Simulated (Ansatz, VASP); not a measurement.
# One calculation of BaTiO3, two programs

File INCAR:

```
SYSTEM = BaTiO3
ALGO = Normal
EDIFF = 1E-7
ENCUT = 520
GGA = RE
ISIF = 2
ISMEAR = -1
LASPH = .TRUE.
LCHARG = .TRUE.
LELF = .TRUE.
LREAL = .FALSE.
LVHAR = .TRUE.
LWAVE = .FALSE.
NBANDS = 28
NELM = 100
PREC = Accurate
SIGMA = 0.05
```

The input KPOINTS:

```
k-points
0
G
  7 7 7
  0 0 0
```

POSCAR

```
BaTiO3
1.0
    3.9457420220      0.0000000000      0.0000000000
    0.0000000000      3.9457420220      0.0000000000
    0.0000000000      0.0000000000      3.9636960459
Ba Ti O
1 1 3
Direct
    0.0000000000      0.0000000000      0.0000000000
    0.5000000000      0.5000000000      0.4900000000
    0.0000000000      0.5000000000      0.5170000000
    0.5000000000      0.0000000000      0.5170000000
    0.5000000000      0.5000000000      0.0190000000
```

File input.yaml:

```yaml
crystal:
  lattice:
    - [3.945742022, 0.0, 0.0]
    - [0.0, 3.945742022, 0.0]
    - [0.0, 0.0, 3.9636960459]
  atoms:
    - { symbol: Ba, position: [0.0, 0.0, 0.0] }
    - { symbol: Ti, position: [0.5, 0.5, 0.49] }
    - { symbol: O, position: [0.0, 0.5, 0.517] }
    - { symbol: O, position: [0.5, 0.0, 0.517] }
    - { symbol: O, position: [0.5, 0.5, 0.019] }
hamiltonian:
  xc: revpbe
  pseudopotentials: { kind: paw }
kpoints:
  mp_grid: { grid: [7, 7, 7] }
scf:
  occupations: { method: fermi_dirac, width: 0.05 }
output:
  forces: true
  stress: true
  eigenvalues: true
  write_density: true
  write_potential: true
  elf: true
  volumetric_format: npy
```

Alike in both runs: task single point; functional revPBE; k mesh 7 × 7 × 7; occupations fermi-dirac, width 0.05 eV; no spin polarisation.

|  | VASP | Ansatz |
| --- | --- | --- |
| version | VASP 6.6.1 | Ansatz 0.2.0 |
| potentials or method | VASP PAW PBE potentials, release 64 (Ba_sv, Ti_sv, O) | Ansatz PAW |
| plane-wave cutoff (eV) | 520 | 420 |
| valence electrons in the cell | 40 | 40 |

Ansatz gave:

* gap on the k mesh at the Fermi level (eV): 2.05
* least direct gap on the mesh (eV): 2.17
* pressure (GPa): 13.4
* largest component of the traceless stress (GPa): 0.70
* rms of the force components (eV/Å): 0.042

Task: Which values does VASP return?

Result: gap on the k mesh at the Fermi level (eV): 1.98; least direct gap on the mesh (eV): 2.14; pressure (GPa): 15.4; largest component of the traceless stress (GPa): 0.72; rms of the force components (eV/Å): 0.054.

Atom by atom the forces differ by 0.015 eV/Å (rms over components). With one functional, cell and mesh, what is left measures potentials, basis and numerics.

Caveats: spin-orbit coupling is left out, which moves the levels of the heavy elements; so large a pressure means that the cell lies far from this level's equilibrium, or that cutoff or potentials fall short (VASP); the potentials were made for another functional, which shifts forces and pressure (VASP); an odd mesh through Γ misses points on the zone boundary, where band edges often lie (VASP); odd divisions of the mesh miss points on the zone boundary, where band edges often lie, so the gap on the mesh can be too wide (Ansatz); the pressure holds a Pulay correction of +0.5 GPa for the finite cutoff (Ansatz); the PAW data sets come from PBE, with cores solved anew for the run's functional, which leaves a small shift of forces and pressure (Ansatz).
